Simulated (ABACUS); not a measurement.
# ZnS (F-43m) in ABACUS: single point with HCTH407

Aim: the single point of ZnS with HCTH407.

Program: ABACUS 3.10.1. These are calculated values, not measurements. Logs are shortened: lines on timing, memory, paths and dates and some standing lists are left out, and cuts for length are marked.

**The experiment to reproduce.**

From “Electronic, vibrational, and thermodynamic properties of ZnS (zincblende and rocksalt structure)”, 2009, arxiv:0911.5022, for a bulk crystal of ZnS at 19 K: band gap 3.85 eV (direct).

The runs below are set against these values where they give the same quantity.

## 1. The structure

The structure is cubic, space group F-43m (No. 216). The conventional cell has a = 5.404 Å, b = 5.404 Å, c = 5.404 Å, α = 90.00°, β = 90.00°, γ = 90.00°. Zn (site symmetry -43m) has 4 S at 2.34 Å as nearest neighbours. S (site symmetry -43m) has 4 Zn at 2.34 Å as nearest neighbours.

## 2. Single point, HCTH407

INPUT

```
INPUT_PARAMETERS
suffix              ZnS
calculation         scf
basis_type          pw
pseudo_dir          ./
symmetry            1
dft_functional      GGA_XC_HCTH_407
ecutwfc             84
pseudo_rcut         7
nspin               1
nbands              23
ks_solver           dav
smearing_method     fd
smearing_sigma      0.00367493
scf_thr             1e-08
scf_nmax            100
mixing_type         broyden
mixing_beta         0.7
cal_force           1
cal_stress          1
out_chg             1
out_pot             2
out_elf             1
```

STRU

```
ATOMIC_SPECIES
Zn 65.3800 30_Zn_20_1.9_2.3_pbe_n_v1.0.upf
S 32.0600 16_S_6_1.8_1.9_pbe_n_v1.0.upf

LATTICE_CONSTANT
1.8897261246

LATTICE_VECTORS
0.0000000000 2.7020000000 2.7020000000
2.7020000000 0.0000000000 2.7020000000
2.7020000000 2.7020000000 0.0000000000

ATOMIC_POSITIONS
Direct

Zn
0.0
1
0.7500000000 0.7500000000 0.7500000000 1 1 1

S
0.0
1
0.0000000000 0.0000000000 0.0000000000 1 1 1
```

KPT

```
K_POINTS
0
Gamma
7 7 7 0 0 0
```

Potentials or basis: SPMS ONCV 1.0 PBE, plane waves.

On the command line:

```sh
$ OMP_NUM_THREADS=1 mpirun -np 4 abacus > log
```

running log:

```text
ABACUS v3.10.1

               Atomic-orbital Based Ab-initio Computation at UStc

 ------------------------------------------------------------------------------------

 READING GENERAL INFORMATION
                           global_out_dir = OUT.ZnS/
                           global_in_card = INPUT
                               pseudo_dir = ./
[... 8 lines left out ...]

 READING ATOM TYPE 1
                               atom label = Zn
                      L=0, number of zeta = 1
                      L=1, number of zeta = 1
                      L=2, number of zeta = 1
             number of atom for this type = 1

 READING ATOM TYPE 2
                               atom label = S
                      L=0, number of zeta = 1
                      L=1, number of zeta = 1
                      L=2, number of zeta = 1
             number of atom for this type = 1

                        TOTAL ATOM NUMBER = 2
DIRECT COORDINATES
    atom                   x                   y                   z     mag                  vx                  vy                  vz
taud_Zn1            0.7500000000        0.7500000000        0.7500000000  0.0000        0.0000000000        0.0000000000        0.0000000000
taud_S1            0.0000000000        0.0000000000        0.0000000000  0.0000        0.0000000000        0.0000000000        0.0000000000

                          Volume (Bohr^3) = 266.246
                             Volume (A^3) = 39.4535

 Lattice vectors: (Cartesian coordinate: in unit of a_0)
                   +0              +2.702              +2.702
               +2.702                  +0              +2.702
               +2.702              +2.702                  +0
 Reciprocal vectors: (Cartesian coordinate: in unit of 2 pi/a_0)
            -0.185048           +0.185048           +0.185048
            +0.185048           -0.185048           +0.185048
            +0.185048           +0.185048           -0.185048
 The esolver type has been set to : ksdft_pw

                PAO radial cut off (Bohr) = 7

 Read in pseudopotential file is 30_Zn_20_1.9_2.3_pbe_n_v1.0.upf
                     pseudopotential type = NC
          exchange-correlation functional = PBE
                 nonlocal core correction = 1
                        valence electrons = 20
                                     lmax = 2
                           number of zeta = 4
[... 5 lines left out ...]
                           L of projector = 2
                           L of projector = 2
 XC functional updated to : GGA_XC_HCTH_407
          exchange-correlation functional = GGA_XC_HCTH_407
                PAO radial cut off (Bohr) = 7

 Read in pseudopotential file is 16_S_6_1.8_1.9_pbe_n_v1.0.upf
                     pseudopotential type = NC
          exchange-correlation functional = PBE
                 nonlocal core correction = 1
                        valence electrons = 6
                                     lmax = 2
                           number of zeta = 2
                     number of projectors = 6
                           L of projector = 0
                           L of projector = 0
                           L of projector = 1
                           L of projector = 1
                           L of projector = 2
                           L of projector = 2
 XC functional updated to : GGA_XC_HCTH_407
          exchange-correlation functional = GGA_XC_HCTH_407
     initial pseudo atomic orbital number = 14

 SETUP THE ELECTRONS NUMBER
            electron number of element Zn = 20
      total electron number of element Zn = 20
             electron number of element S = 6
       total electron number of element S = 6
            AUTOSET number of electrons:  = 26
                           occupied bands = 13
                                   NBANDS = 23
                                   NLOCAL = 18

%%%%%%%%%%%%%%%%%%%%%%%%%%%%%%%%%%%%%%%%%%%%%%%%%%%%%%%%%%%%%%%%%%%%%%%%%%%%%%%%%%%%%%%%%%%%%%%%%%%%%%%%%%
 Warning: the number of valence electrons in pseudopotential > 12 for Zn: [Ar] 3d10 4s2
 Pseudopotentials with additional electrons can yield (more) accurate outcomes, but may be less efficient.
 If you're confident that your chosen pseudopotential is appropriate, you can safely ignore this warning.
%%%%%%%%%%%%%%%%%%%%%%%%%%%%%%%%%%%%%%%%%%%%%%%%%%%%%%%%%%%%%%%%%%%%%%%%%%%%%%%%%%%%%%%%%%%%%%%%%%%%%%%%%%

 SETUP THE PLANE WAVE BASIS
 energy cutoff for charge/potential (unit:Ry) = 336
            fft grid for charge/potential = [ 45, 45, 45 ]
                        fft grid division = [ 1, 1, 1 ]
        big fft grid for charge/potential = [ 45, 45, 45 ]
                                     nbxx = 24300
                                     nrxx = 24300

 SETUP PLANE WAVES FOR CHARGE/POTENTIAL
                    number of plane waves = 27581
                         number of sticks = 1201

 PARALLEL PW FOR CHARGE/POTENTIAL
     PROC   COLUMNS(POT)             PW
        1            300           6895
        2            300           6895
        3            300           6895
        4            301           6896
 --------------- sum -------------------
        4           1201          27581
                            number of |g| = 295
                                  max |g| = 30.2706
                                  min |g| = 0.102728

----------- Double Check Mixing Parameters Begin ------------
mixing_type: broyden
mixing_beta: 0.7
mixing_gg0: 1
mixing_gg0_min: 0.1
mixing_ndim: 8
----------- Double Check Mixing Parameters End ------------

 LATTICE VECTORS: (CARTESIAN COORDINATE: IN UNIT OF A0)
                   +0              +2.702              +2.702
               +2.702                  +0              +2.702
               +2.702              +2.702                  +0
                       right hand lattice = 1
                                   NORM_A = 3.82121
                                   NORM_B = 3.82121
                                   NORM_C = 3.82121
                           ALPHA (DEGREE) = 60
                           BETA  (DEGREE) = 60
                           GAMMA (DEGREE) = 60

 The lattice vectors have been changed (STRU_SIMPLE.cif)

(for optimal symmetric configuration:)
                             BRAVAIS TYPE = 3
                     BRAVAIS LATTICE NAME = 03. Cubic F (face-centered)
                                    ibrav = 3
                                    IBRAV = 3
                                  BRAVAIS = FACE CENTERED CUBIC
                       LATTICE CONSTANT A = 5.404
Original cell was already a primitive cell.
                        ROTATION MATRICES = 48
              PURE POINT GROUP OPERATIONS = 24
                   SPACE GROUP OPERATIONS = 24
                                       C2 = 3
                                       C3 = 8
                                       C4 = 0
                                       C6 = 0
                                       S1 = 6
                                       S3 = 0
                                       S4 = 6
                                       S6 = 0
                              POINT GROUP = T_d
                                       C2 = 3
                                       C3 = 8
                                       C4 = 0
                                       C6 = 0
                                       S1 = 6
                                       S3 = 0
                                       S4 = 6
                                       S6 = 0
               POINT GROUP IN SPACE GROUP = T_d

 SETUP K-POINTS
                                    nspin = 1
                   Input type of k points = Monkhorst-Pack(Gamma)
                                   nkstot = 343
                       right hand lattice = 1
(for reciprocal lattice: )
                             BRAVAIS TYPE = 2
                     BRAVAIS LATTICE NAME = 02. Cubic I (body-centered)
                                    ibrav = 2
                       right hand lattice = 1
(for k-lattice: )
                             BRAVAIS TYPE = 2
                     BRAVAIS LATTICE NAME = 02. Cubic I (body-centered)
                                    ibrav = 2
                       right hand lattice = 1
                        ROTATION MATRICES = 48
                               nkstot_ibz = 20
K-POINTS REDUCTION ACCORDING TO SYMMETRY
     IBZ    DIRECT_X    DIRECT_Y    DIRECT_Z  WEIGHT  ibz2bz
       1  0.00000000  0.00000000  0.00000000  0.0029       0
       2  0.14285714  0.14285714  0.14285714  0.0233       1
       3  0.28571429  0.28571429  0.28571429  0.0233       2
       4  0.42857143  0.42857143  0.42857143  0.0233       3
       5  0.14285714  0.14285714  0.00000000  0.0175       8
       6  0.28571429  0.14285714  0.28571429  0.0700       9
[... 12 lines left out ...]
      19 -0.42857143  0.42857143  0.14285714  0.0700      74
      20 -0.28571429  0.42857143  0.28571429  0.0700      75

                               nkstot now = 20
[... K-POINTS DIRECT COORDINATES: 20 rows ...]

           k-point number in this process = 20
       minimum distributed K point number = 20
[... stars of the k points ...]

[... K-POINTS CARTESIAN COORDINATES: 20 rows ...]

[... K-POINTS DIRECT COORDINATES: 20 rows ...]

 SETUP PLANE WAVES FOR WAVE FUNCTIONS
     energy cutoff for wavefunc (unit:Ry) = 84
              fft grid for wave functions = [ 45, 45, 45 ]
                    number of plane waves = 4573
                         number of sticks = 361

 PARALLEL PW FOR WAVE FUNCTIONS
     PROC   COLUMNS(POT)             PW
        1             91           1145
        2             90           1142
        3             90           1142
        4             90           1144
 --------------- sum -------------------
        4            361           4573

 SETUP NONLOCAL PSEUDOPOTENTIALS IN PLANE WAVE BASIS
 Zn non-local projectors:
 projector 1 L=0
 projector 2 L=0
 projector 3 L=1
 projector 4 L=1
 projector 5 L=2
 projector 6 L=2
 S non-local projectors:
 projector 1 L=0
 projector 2 L=0
 projector 3 L=1
 projector 4 L=1
 projector 5 L=2
 projector 6 L=2
      TOTAL NUMBER OF NONLOCAL PROJECTORS = 36

 Init Non-Local PseudoPotential table :
 Init Non-Local-Pseudopotential done.

                                     npwx = 874

 Make real space PAO into reciprocal space.
       max mesh points in Pseudopotential = 701
     dq(describe PAO in reciprocal space) = 0.01
                                    max q = 1104

 number of pseudo atomic orbitals for Zn is 4
WARNING: norm of atomic wavefunction # 3 of atomic type Zn is 0.999997, renormalized
WARNING: norm of atomic wavefunction # 4 of atomic type Zn is 0.998385, renormalized

 number of pseudo atomic orbitals for S is 2
WARNING: norm of atomic wavefunction # 1 of atomic type S is 0.999996, renormalized
WARNING: norm of atomic wavefunction # 2 of atomic type S is 0.999693, renormalized

 -------------------------------------------
 SELF-CONSISTENT
 -------------------------------------------
                                 init_chg = atomic

 PW ALGORITHM --------------- ION=   1  ELEC=   1--------------------------------
 Notice: Threshold on eigenvalues was too large.
 hsover_error=0.26 > DRHO=0.120271
 Origin diag ethr = 0.01
 New diag ethr = 0.000462582

 Density error is 0.121516002084
                          Error Threshold = 0.00046258152129
----------------------------------------------------------
     Energy           Rydberg                 eV
----------------------------------------------------------
 E_KohnSham     -418.3637475675      -5692.1308035515
 E_Harris       -419.3035858425      -5704.9179592897
 E_Fermi        0.6344093540         8.6315820790
----------------------------------------------------------
[... 63 lines left out ...]
 Density error is 6.27564729014e-09
                          Error Threshold = 7.12131270433e-10
----------------------------------------------------------
     Energy           Rydberg                 eV
----------------------------------------------------------
 E_KohnSham     -418.3923353873      -5692.5197607949
 E_KS(sigma->0) -418.3923353873      -5692.5197607949
 E_Harris       -418.3914669709      -5692.5079453831
 E_band         -46.5767509848       -633.7092077206
 E_one_elec     -318.7394659989      -4336.6729150626
 E_Hartree      164.1413563783       2233.2577241935
 E_xc           -49.1989129623       -669.3855516935
 E_Ewald        -214.5953128044      -2919.7190182323
 E_entropy(-TS) -0.0000000000        -0.0000000000
 E_descf        0.0000000000         0.0000000000
 E_exx          0.0000000000         0.0000000000
 E_Fermi        0.6806655615         9.2609300684
----------------------------------------------------------

 charge density convergence is achieved
 final etot is -5692.5197608 eV
 EFERMI = 9.2609300684 eV
The vacuum level is 10.765247646 eV

 STATE ENERGY(eV) AND OCCUPATIONS    NSPIN == 1
 1/20 kpoint (Cartesian) = 0.0000 0.0000 0.0000 (874 pws)
       1       -117.690     0.00583090
       2       -72.0426     0.00583090
       3       -72.0426     0.00583090
       4       -72.0426     0.00583090
       5       -5.41003     0.00583090
       6       0.848460     0.00583090
[... 140 lines left out ...]
      22        25.2808        0.00000
      23        26.3275        0.00000

[... levels at 14 further k points ...]

------------------------------------------------------------------------------------------
 TOTAL-FORCE (eV/Angstrom)
------------------------------------------------------------------------------------------
                       Zn1         0.0000000000         0.0000000000         0.0000000000
                        S1         0.0000000000         0.0000000000         0.0000000000
------------------------------------------------------------------------------------------

----------------------------------------------------------------
 TOTAL-STRESS (KBAR)
----------------------------------------------------------------
        58.2404209476         0.0000000000        -0.0000000000
         0.0000000000        58.2404209476        -0.0000000000
         0.0000000000        -0.0000000000        58.2404209476
----------------------------------------------------------------
 TOTAL-PRESSURE: 58.240421 KBAR

 --------------------------------------------
 !FINAL_ETOT_IS -5692.5197607948675795 eV
 --------------------------------------------
```

Run time: 13 s. Hardware: 4 MPI ranks of Intel Xeon Platinum 8488C (Sapphire Rapids), shared host; peak memory 0.28 GiB.

What came out:

| Item | Value |
| --- | --- |
| Free energy | -5692.5198 eV |
| Pressure | 5.8 GPa |
| Band gap on the k mesh | 2.73 eV, direct |

Caveat: the potentials were made for another functional, which shifts forces and pressure.

## 3. Against experiment

Step 2. Measured gap of ZnS: 3.85 eV (direct; 19 K; quoted in “Electronic, vibrational, and thermodynamic properties of ZnS (zincblende and rocksalt structure)”, 2009, arxiv:0911.5022). This calculation gives 2.73 eV (-1.12 eV). The value is that of HCTH407, without temperature or zero-point motion.
